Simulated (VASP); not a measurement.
# Re (P6_3/mmc) in VASP: a series of runs

The runs below take Re through relaxation of cell and atoms, relaxation of shape and atoms at fixed volume, with PBE.

All numbers are computed with VASP 6.6.1; they aren't measurements. Logs are shortened: lines on timing, memory, paths and dates and some standing lists are left out, and cuts for length are marked.

### 1 The structure

It takes space group P6_3/mmc (No. 194, hexagonal). The conventional cell has a = 2.761 Å, b = 2.761 Å, c = 4.458 Å, α = 90.00°, β = 90.00°, γ = 120.00°. Around Re (site symmetry -6m2) lie 12 Re at 2.74 to 2.76 Å.

### 2 Relaxation of cell and atoms, PBE

Contents of INCAR:

```
ALGO = Fast
EDIFF = 1E-7
EDIFFG = -0.15
ENCUT = 520
GGA = PE
IBRION = 2
ISIF = 3
ISMEAR = 0
LASPH = True
LCHARG = False
LREAL = False
LWAVE = False
NELM = 100
NSW = 80
PREC = Accurate
SIGMA = 0.1
```

Contents of KPOINTS:

```
k-points
0
Gamma
  18 18 10
```

Contents of POSCAR:

```
Re
1.0
    2.7608000000      0.0000000000      0.0000000000
   -1.3804000000      2.3909229300      0.0000000000
    0.0000000000      0.0000000000      4.4582000000
Re
2
Direct
    0.3333333300      0.6666666700      0.2500000000
    0.6666666700      0.3333333300      0.7500000000
```

Potentials or basis: VASP PAW PBE potentials, release 64 (Re).

On the command line:

```
> cat potpaw_PBE.64/Re/POTCAR > POTCAR
> mpirun -np 1 vasp_std > vasp.out
```

OUTCAR:

```text
EDIFF = 1E-7
   EDIFFG = -0.15
   ENCUT = 520
   GGA = PE
   IBRION = 2
   ISIF = 3
   ISMEAR = 0
   LASPH = True
   LREAL = False
   NELM = 100
   NSW = 80
   PREC = Accurate

 ion  position               nearest neighbor table
   1  0.333  0.667  0.250-   2 2.74   2 2.74   2 2.74   2 2.74   2 2.74   2 2.74
   2  0.667  0.333  0.750-   1 2.74   1 2.74   1 2.74   1 2.74   1 2.74   1 2.74

  LATTYP: Found a hexagonal cell.
 ALAT       =     2.7608000000
 C/A-ratio  =     1.6148217908

  Lattice vectors:

 A1 = (   2.7608000000,   0.0000000000,   0.0000000000)
 A2 = (  -1.3804000000,   2.3909229300,   0.0000000000)
 A3 = (   0.0000000000,   0.0000000000,   4.4582000000)

Analysis of symmetry for initial positions (statically):
=====================================================================
 Subroutine PRICEL returns:
 Original cell was already a primitive cell.

 Routine SETGRP: Setting up the symmetry group for a
 hexagonal supercell.

 Subroutine GETGRP returns: Found 24 space group operations
 (whereof 12 operations were pure point group operations)
 out of a pool of 24 trial point group operations.

The static configuration has the point symmetry D_3d.
 The point group associated with its full space group is D_6h.

Analysis of symmetry for dynamics (positions and initial velocities):
=====================================================================
 Subroutine PRICEL returns:
 Original cell was already a primitive cell.

 Routine SETGRP: Setting up the symmetry group for a
 hexagonal supercell.

 Subroutine GETGRP returns: Found 24 space group operations
 (whereof 12 operations were pure point group operations)
 out of a pool of 24 trial point group operations.

The dynamic configuration has the point symmetry D_3d.
 The point group associated with its full space group is D_6h.

 Subroutine INISYM returns: Found 24 space group operations
 (whereof 12 operations are pure point group operations),
 and found     1 'primitive' translations

----------------------------------------------------------------------------------------

                                     Primitive cell

  volume of cell :      29.4280

  direct lattice vectors                    reciprocal lattice vectors
     2.760800000  0.000000000  0.000000000     0.362213851  0.209124265  0.000000000
    -1.380400000  2.390922930  0.000000000     0.000000000  0.418248530  0.000000000
     0.000000000  0.000000000  4.458200000     0.000000000  0.000000000  0.224305774

  length of vectors
     2.760800000  2.760799996  4.458200000     0.418248529  0.418248530  0.224305774

  position of ions in fractional coordinates (direct lattice)
     0.333333330  0.666666670  0.250000000
     0.666666670  0.333333330  0.750000000

  ion indices of the primitive-cell ions
   primitive index   ion index
                 1           1
                 2           2

----------------------------------------------------------------------------------------

 KPOINTS: k-points

Automatic generation of k-mesh.
 Grid dimensions read from file:
 generate k-points for:   18   18   10

 Generating k-lattice:

  Cartesian coordinates                     Fractional coordinates (reciprocal lattice)
     0.020122992  0.011618015  0.000000000     0.055555556  0.000000000  0.000000000
     0.000000000  0.023236029  0.000000000     0.000000000  0.055555556  0.000000000
     0.000000000  0.000000000  0.022430577     0.000000000  0.000000000  0.100000000

  Length of vectors
     0.023236029  0.023236029  0.022430577

  Shift w.r.t. Gamma in fractional coordinates (k-lattice)
     0.000000000  0.000000000  0.000000000

 Subroutine IBZKPT returns following result:
 ===========================================

 Found    222 irreducible k-points:

 Following reciprocal coordinates:
            Coordinates               Weight
  0.000000  0.000000  0.000000      1.000000
  0.055556  0.000000  0.000000      6.000000
  0.111111  0.000000  0.000000      6.000000
  0.166667  0.000000  0.000000      6.000000
  0.222222  0.000000  0.000000      6.000000
  0.277778  0.000000  0.000000      6.000000
[... 16 lines left out ...]
  0.333333  0.111111  0.000000     12.000000
  0.388889  0.111111  0.000000     12.000000
 [... further k-points ...]
   k-points           NKPTS =    222   k-points in BZ     NKDIM =    222   number of bands    NBANDS=     11
   number of dos      NEDOS =    301   number of ions     NIONS =      2
   total plane-waves  NPLWV =  20736
   dimension x,y,z NGX =    24 NGY =   24 NGZ =   36
   dimension x,y,z NGXF=    48 NGYF=   48 NGZF=   72
   ions per type =               2
   NGX,Y,Z   is equivalent  to a cutoff of  14.45, 14.45, 13.42 a.u.
   NGXF,Y,Z  is equivalent  to a cutoff of  28.90, 28.90, 26.85 a.u.
 SYSTEM =  unknown system
   PREC   = accura    normal or accurate (medium, high low for compatibility)
   ISTART =      0    job   : 0-new  1-cont  2-samecut
   ICHARG =      2    charge: 1-file 2-atom 10-const
   ISPIN  =      1    spin polarized calculation?
   LNONCOLLINEAR =      F non collinear calculations
   LSORBIT =      F    spin-orbit coupling
   LASPH  =      T    aspherical Exc in radial PAW
   ENCUT  =  520.0 eV  38.22 Ry    6.18 a.u.   5.13  5.13  8.29*2*pi/ulx,y,z
   NELM   =    100;   NELMIN=  2; NELMDL= -5     # of ELM steps
   EDIFF  = 0.1E-06   stopping-criterion for ELM
   LREAL  =      F    real-space projection
   EDIFFG = -.1E+00   stopping-criterion for IOM
   NSW    =     80    number of steps for IOM
   IBRION =      2    ionic relax: 0-MD 1-quasi-New 2-CG
   NFREE  =      1    steps in history (QN), initial steepest desc. (CG)
   ISIF   =      3    stress and relaxation
   ISYM   =      2    0-nonsym 1-usesym 2-fastsym
   POTIM  = 0.5000    time-step for ionic-motion
   TEBEG  =    0.0;   TEEND  =   0.0 temperature during run
   PSTRESS=    0.0 pullay stress
   NELECT =      14.0000    total number of electrons
   NUPDOWN=      -1.0000    fix difference up-down
   EMIN   =  10.00;   EMAX   =-10.00  energy-range for DOS
   EFERMI =   0.00;   METHOD = LEGACY
   ISMEAR =     0;   SIGMA  =   0.10  broadening in eV -4-tet -1-fermi 0-gaus
   EFERMI_NEDOS =   21; number of points for ismear=-14 and -15
   IALGO  =     68    algorithm
   IMIX   =      4    mixing-type and parameters
     AMIX     =   0.40;   BMIX     =  1.00
     AMIX_MAG =   1.60;   BMIX_MAG =  1.00
  volume/ion in A,a.u.               =      14.71        99.29
  Fermi-wavevector in a.u.,A,eV,Ry     =   1.278000  2.415070 22.222174  1.633284
  Thomas-Fermi vector in A             =   2.410568
   LORBIT       =      0    0 simple, 1 ext, 2 COOP (PROOUT), +10 PAW based schemes
   GGA     = PE    functional components
   LHFCALC =     F    Hartree Fock is set to
   AEXX    =    0.0000 exact exchange contribution
   IVDW    =     0    specifies the selected vdW correction
   LEPSILON=     F    determine dielectric tensor
   LRPA    =     F    only Hartree local field effects (RPA)
 conjugate gradient relaxation of ions
 non-spin polarized calculation
 RMM-DIIS sequential band-by-band and
 Gauss-broadening in eV      SIGMA  =   0.10
  energy-cutoff  :      520.00
  volume of cell :       29.43
 maximum number of plane-waves:       814
 NGX is ok and might be reduce to    24
   NGX = 11   NGY = 11   NGZ = 17

--------------------------------------- Ionic step        1  -------------------------------------------

 number of electron      14.0000000 magnetization

 Free energy of the ion-electron system (eV)
  ---------------------------------------------------
  ext. energy  EPLUGINS =         0.00000000
  ---------------------------------------------------
  free energy    TOTEN  =       -24.84677207 eV

  energy without entropy =      -24.83849291  energy(sigma->0) =      -24.84263249

------------------------ aborting loop because EDIFF is reached ----------------------------------------

  FORCE on cell =-STRESS in cart. coord.  units (eV):
  Direction    XX          YY          ZZ          XY          YZ          ZX
  --------------------------------------------------------------------------------------
  -------------------------------------------------------------------------------------
  Total        1.0154816      1.0154816      1.0559891      0.0000000      0.0000000      0.0000000
  in kB       55.2869447     55.2869445     57.4923373      0.0000000      0.0000000      0.0000000
  external PRESSURE =      56.0220755 kB  Pullay stress =       0.0000000 kB
[... 57 lines left out ...]
  energy  without entropy=      -24.7298162390  energy(sigma->0) =      -24.73428880

--------------------------------------- Ionic step        3  -------------------------------------------

 number of electron      14.0000000 magnetization

 Free energy of the ion-electron system (eV)
  ---------------------------------------------------
  ext. energy  EPLUGINS =         0.00000000
  ---------------------------------------------------
  free energy    TOTEN  =       -24.85412492 eV

  energy without entropy =      -24.84572137  energy(sigma->0) =      -24.84992315

 E-fermi :   7.6864     XC(G=0): -13.6488

 val. band max:        7.6826688373   @ k =   0.1667   0.0556   0.1000
 cond. band min:       7.6937437608   @ k =   0.3333   0.1667   0.4000
 fundamental gap:      0.0110749235
 Fermi energy:         7.6864483911

 k-point     1 :       0.0000    0.0000    0.0000
  band No.  band energies     occupation
      1      -2.0611      2.00000
      2       1.1881      2.00000
      3       6.1580      2.00000
      4       6.1620      2.00000
      5       6.1620      2.00000
      6       6.9779      2.00000
      7       6.9779      2.00000
      8       7.8894      0.00409
      9       7.8894      0.00409
     10       8.2881      0.00000
     11      10.9967      0.00000
[... 309 lines left out ...]
 k-point    24 :       0.3889    0.1111    0.0000
  band No.  band energies     occupation
      1       2.2093      2.00000
      2       2.3520      2.00000
      3       2.6800      2.00000
      4       5.4314      2.00000
      5       5.6642      2.00000
      6       6.3464      2.00000
      7       7.0841      2.00000
      8      10.8349      0.00000
      9      11.4211      0.00000
     10      11.6978      0.00000
     11      13.2159      0.00000

 [... further k-points ...]

------------------------ aborting loop because EDIFF is reached ----------------------------------------

  FORCE on cell =-STRESS in cart. coord.  units (eV):
  Direction    XX          YY          ZZ          XY          YZ          ZX
  --------------------------------------------------------------------------------------
  -------------------------------------------------------------------------------------
  Total       -0.0264780     -0.0264780     -0.0116095      0.0000000      0.0000000     -0.0000000
  in kB       -1.4202997     -1.4202997     -0.6227415      0.0000000      0.0000000     -0.0000000
  external PRESSURE =      -1.1544470 kB  Pullay stress =       0.0000000 kB
[... 17 lines left out ...]
  FREE ENERGIE OF THE ION-ELECTRON SYSTEM (eV)
  ---------------------------------------------------
  free  energy   TOTEN  =       -24.8541249164 eV

  energy  without entropy=      -24.8457213747  energy(sigma->0) =      -24.84992315

 reached required accuracy - stopping structural energy minimisation
```

It took 87 s on 1 thread of Intel Xeon 6975P-C (Granite Rapids), shared host; peak memory 0.21 GiB.

Results:

```yaml
Free_energy: -24.8541 eV
Relaxed_volume: 14.93 Å³/atom
Relaxed_cell: a = 2.774 Å, b = 2.774 Å, c = 4.481 Å, α = 90.00°, β = 90.00°, γ = 120.00°
Space_group_after_relaxing_to_0.05_Å: P6_3/mmc (No. 194)
Energy_gained_by_relaxing: 3.7 meV/atom
Ionic_steps: 3
Pressure_after_relaxing: -0.1 GPa
Band_gap_on_the_k_mesh: none (metal or under the smearing width)
```

Stress tensor (GPa, compression positive):
```
-0.14  0.00  0.00
 0.00 -0.14  0.00
 0.00  0.00 -0.06
```

Step by step:
```csv
step,energy change (eV),largest force (eV/Å),pressure (GPa),volume (Å³)
1,0.0000,0.0000,5.60,29.43
2,0.1080,0.0000,-19.21,31.67
3,-0.0074,0.0000,-0.12,29.87
```

Final structure:
```
Re
1.0
     2.77433    0.00000    0.00000
    -1.38717    2.40264    0.00000
     0.00000    0.00000    4.48093
Re
2
Direct
  0.33333 0.66667 0.25000
  0.66667 0.33333 0.75000
```

Caveat: the relaxation stopped at a loose force limit of 0.15 eV/Å, so its end isn't a converged minimum.

### 3 Relaxation of cell and atoms, PBE

This run uses another cell than the first one, of 14.93 Å³/atom, 1.015 times its volume.

INCAR is that of step 2.

KPOINTS is that of step 2.

Contents of POSCAR:

```
Re                                      
1.0
    2.7743341459     -0.0000000000      0.0000000000
   -1.3871670730      2.4026438441     -0.0000000000
    0.0000000000      0.0000000000      4.4809270376
  Re            
     2
Direct
     0.3333333300000021    0.6666666699999979    0.2500000000000000
     0.6666666699999979    0.3333333300000021    0.7500000000000000
```

Potentials or basis: VASP PAW PBE potentials, release 64 (Re).

On the command line:

```
> cat potpaw_PBE.64/Re/POTCAR > POTCAR
> mpirun -np 1 vasp_std > vasp.out
```

Wall time 40 s (1 thread of Intel Xeon 6975P-C (Granite Rapids), shared host); peak memory 0.2 GiB.

The run converged. Its results:

| Property | Result |
| --- | --- |
| Free energy | -24.8546 eV |
| Pressure after relaxing | -0.1 GPa |
| Band gap on the k mesh | none (metal or under the smearing width) |

Stress tensor (GPa, compression positive):
```
-0.15  0.00  0.00
 0.00 -0.15  0.00
 0.00  0.00 -0.07
```

Final structure:
```
CELL_PARAMETERS angstrom
2.77433 0.00000 0.00000
-1.38717 2.40264 0.00000
0.00000 0.00000 4.48093
ATOMIC_POSITIONS crystal
Re 0.33333 0.66667 0.25000
Re 0.66667 0.33333 0.75000
```

Levels at points of the mesh, in eV from the Fermi level:
```
           k point  band 5  band 6  band 7  band 8  band 9  band 10
(0.00, 0.00, 0.00)   -1.52   -0.71   -0.71    0.20    0.20     0.60
(0.50, 0.00, 0.00)   -1.71   -1.34   -0.58    3.89    4.31     4.54
(0.00, 0.00, 0.50)   -1.65   -1.65   -1.65   -1.65    2.51     2.51
(0.50, 0.00, 0.50)    0.41    0.41    0.91    0.93    4.19     4.33
```

Caveat: the relaxation stopped at its first step, so nothing moved; the relaxation stopped at a loose force limit of 0.15 eV/Å, so its end isn't a converged minimum. The run has no spin-orbit coupling, so splittings on Re are missing.

### 4 Relaxation of shape and atoms at fixed volume, PBE

This run uses another cell than the first one, of 14.93 Å³/atom, 1.015 times its volume.

Changes to INCAR since step 3:

```diff
@@ -6,3 +6,3 @@
 IBRION = 2
-ISIF = 3
+ISIF = 4
 ISMEAR = 0
```

KPOINTS is that of step 3.

Changes to POSCAR since step 3:

```diff
@@ -2,4 +2,4 @@
 1.0
-    2.7743341459     -0.0000000000      0.0000000000
-   -1.3871670730      2.4026438441     -0.0000000000
+    2.7743341459      0.0000000000      0.0000000000
+   -1.3871670730      2.4026438441      0.0000000000
     0.0000000000      0.0000000000      4.4809270376
```

On the command line:

```
> cat potpaw_PBE.64/Re/POTCAR > POTCAR
> mpirun -np 1 vasp_std > vasp.out
```

Wall time 40 s (1 thread of Intel Xeon 6975P-C (Granite Rapids), shared host); peak memory 0.2 GiB.

The run converged. Its results:

```
Free energy             : -24.8546 eV
Pressure after relaxing : -0.1 GPa
Band gap on the k mesh  : none (metal or under the smearing width)
```

Stress tensor (GPa, compression positive):
```
-0.15  0.00  0.00
 0.00 -0.15  0.00
 0.00  0.00 -0.07
```

Final structure:
```xyz
2
Lattice="2.7743 0.0000 0.0000 -1.3872 2.4026 0.0000 0.0000 0.0000 4.4809" Properties=species:S:1:pos:R:3 pbc="T T T"
Re    0.0000    1.6018    1.1202
Re    1.3872    0.8009    3.3607
```

Levels at points of the mesh, in eV from the Fermi level:
```tsv
k point	band 5	band 6	band 7	band 8	band 9	band 10
(0.00, 0.00, 0.00)	-1.52	-0.71	-0.71	0.20	0.20	0.60
(0.50, 0.00, 0.00)	-1.71	-1.34	-0.58	3.89	4.31	4.54
(0.00, 0.00, 0.50)	-1.65	-1.65	-1.65	-1.65	2.51	2.51
(0.50, 0.00, 0.50)	0.41	0.41	0.91	0.93	4.19	4.33
```

Caveat: the relaxation stopped at its first step, so nothing moved; the relaxation stopped at a loose force limit of 0.15 eV/Å, so its end isn't a converged minimum. Spin-orbit coupling is left out, which matters for the levels of Re.
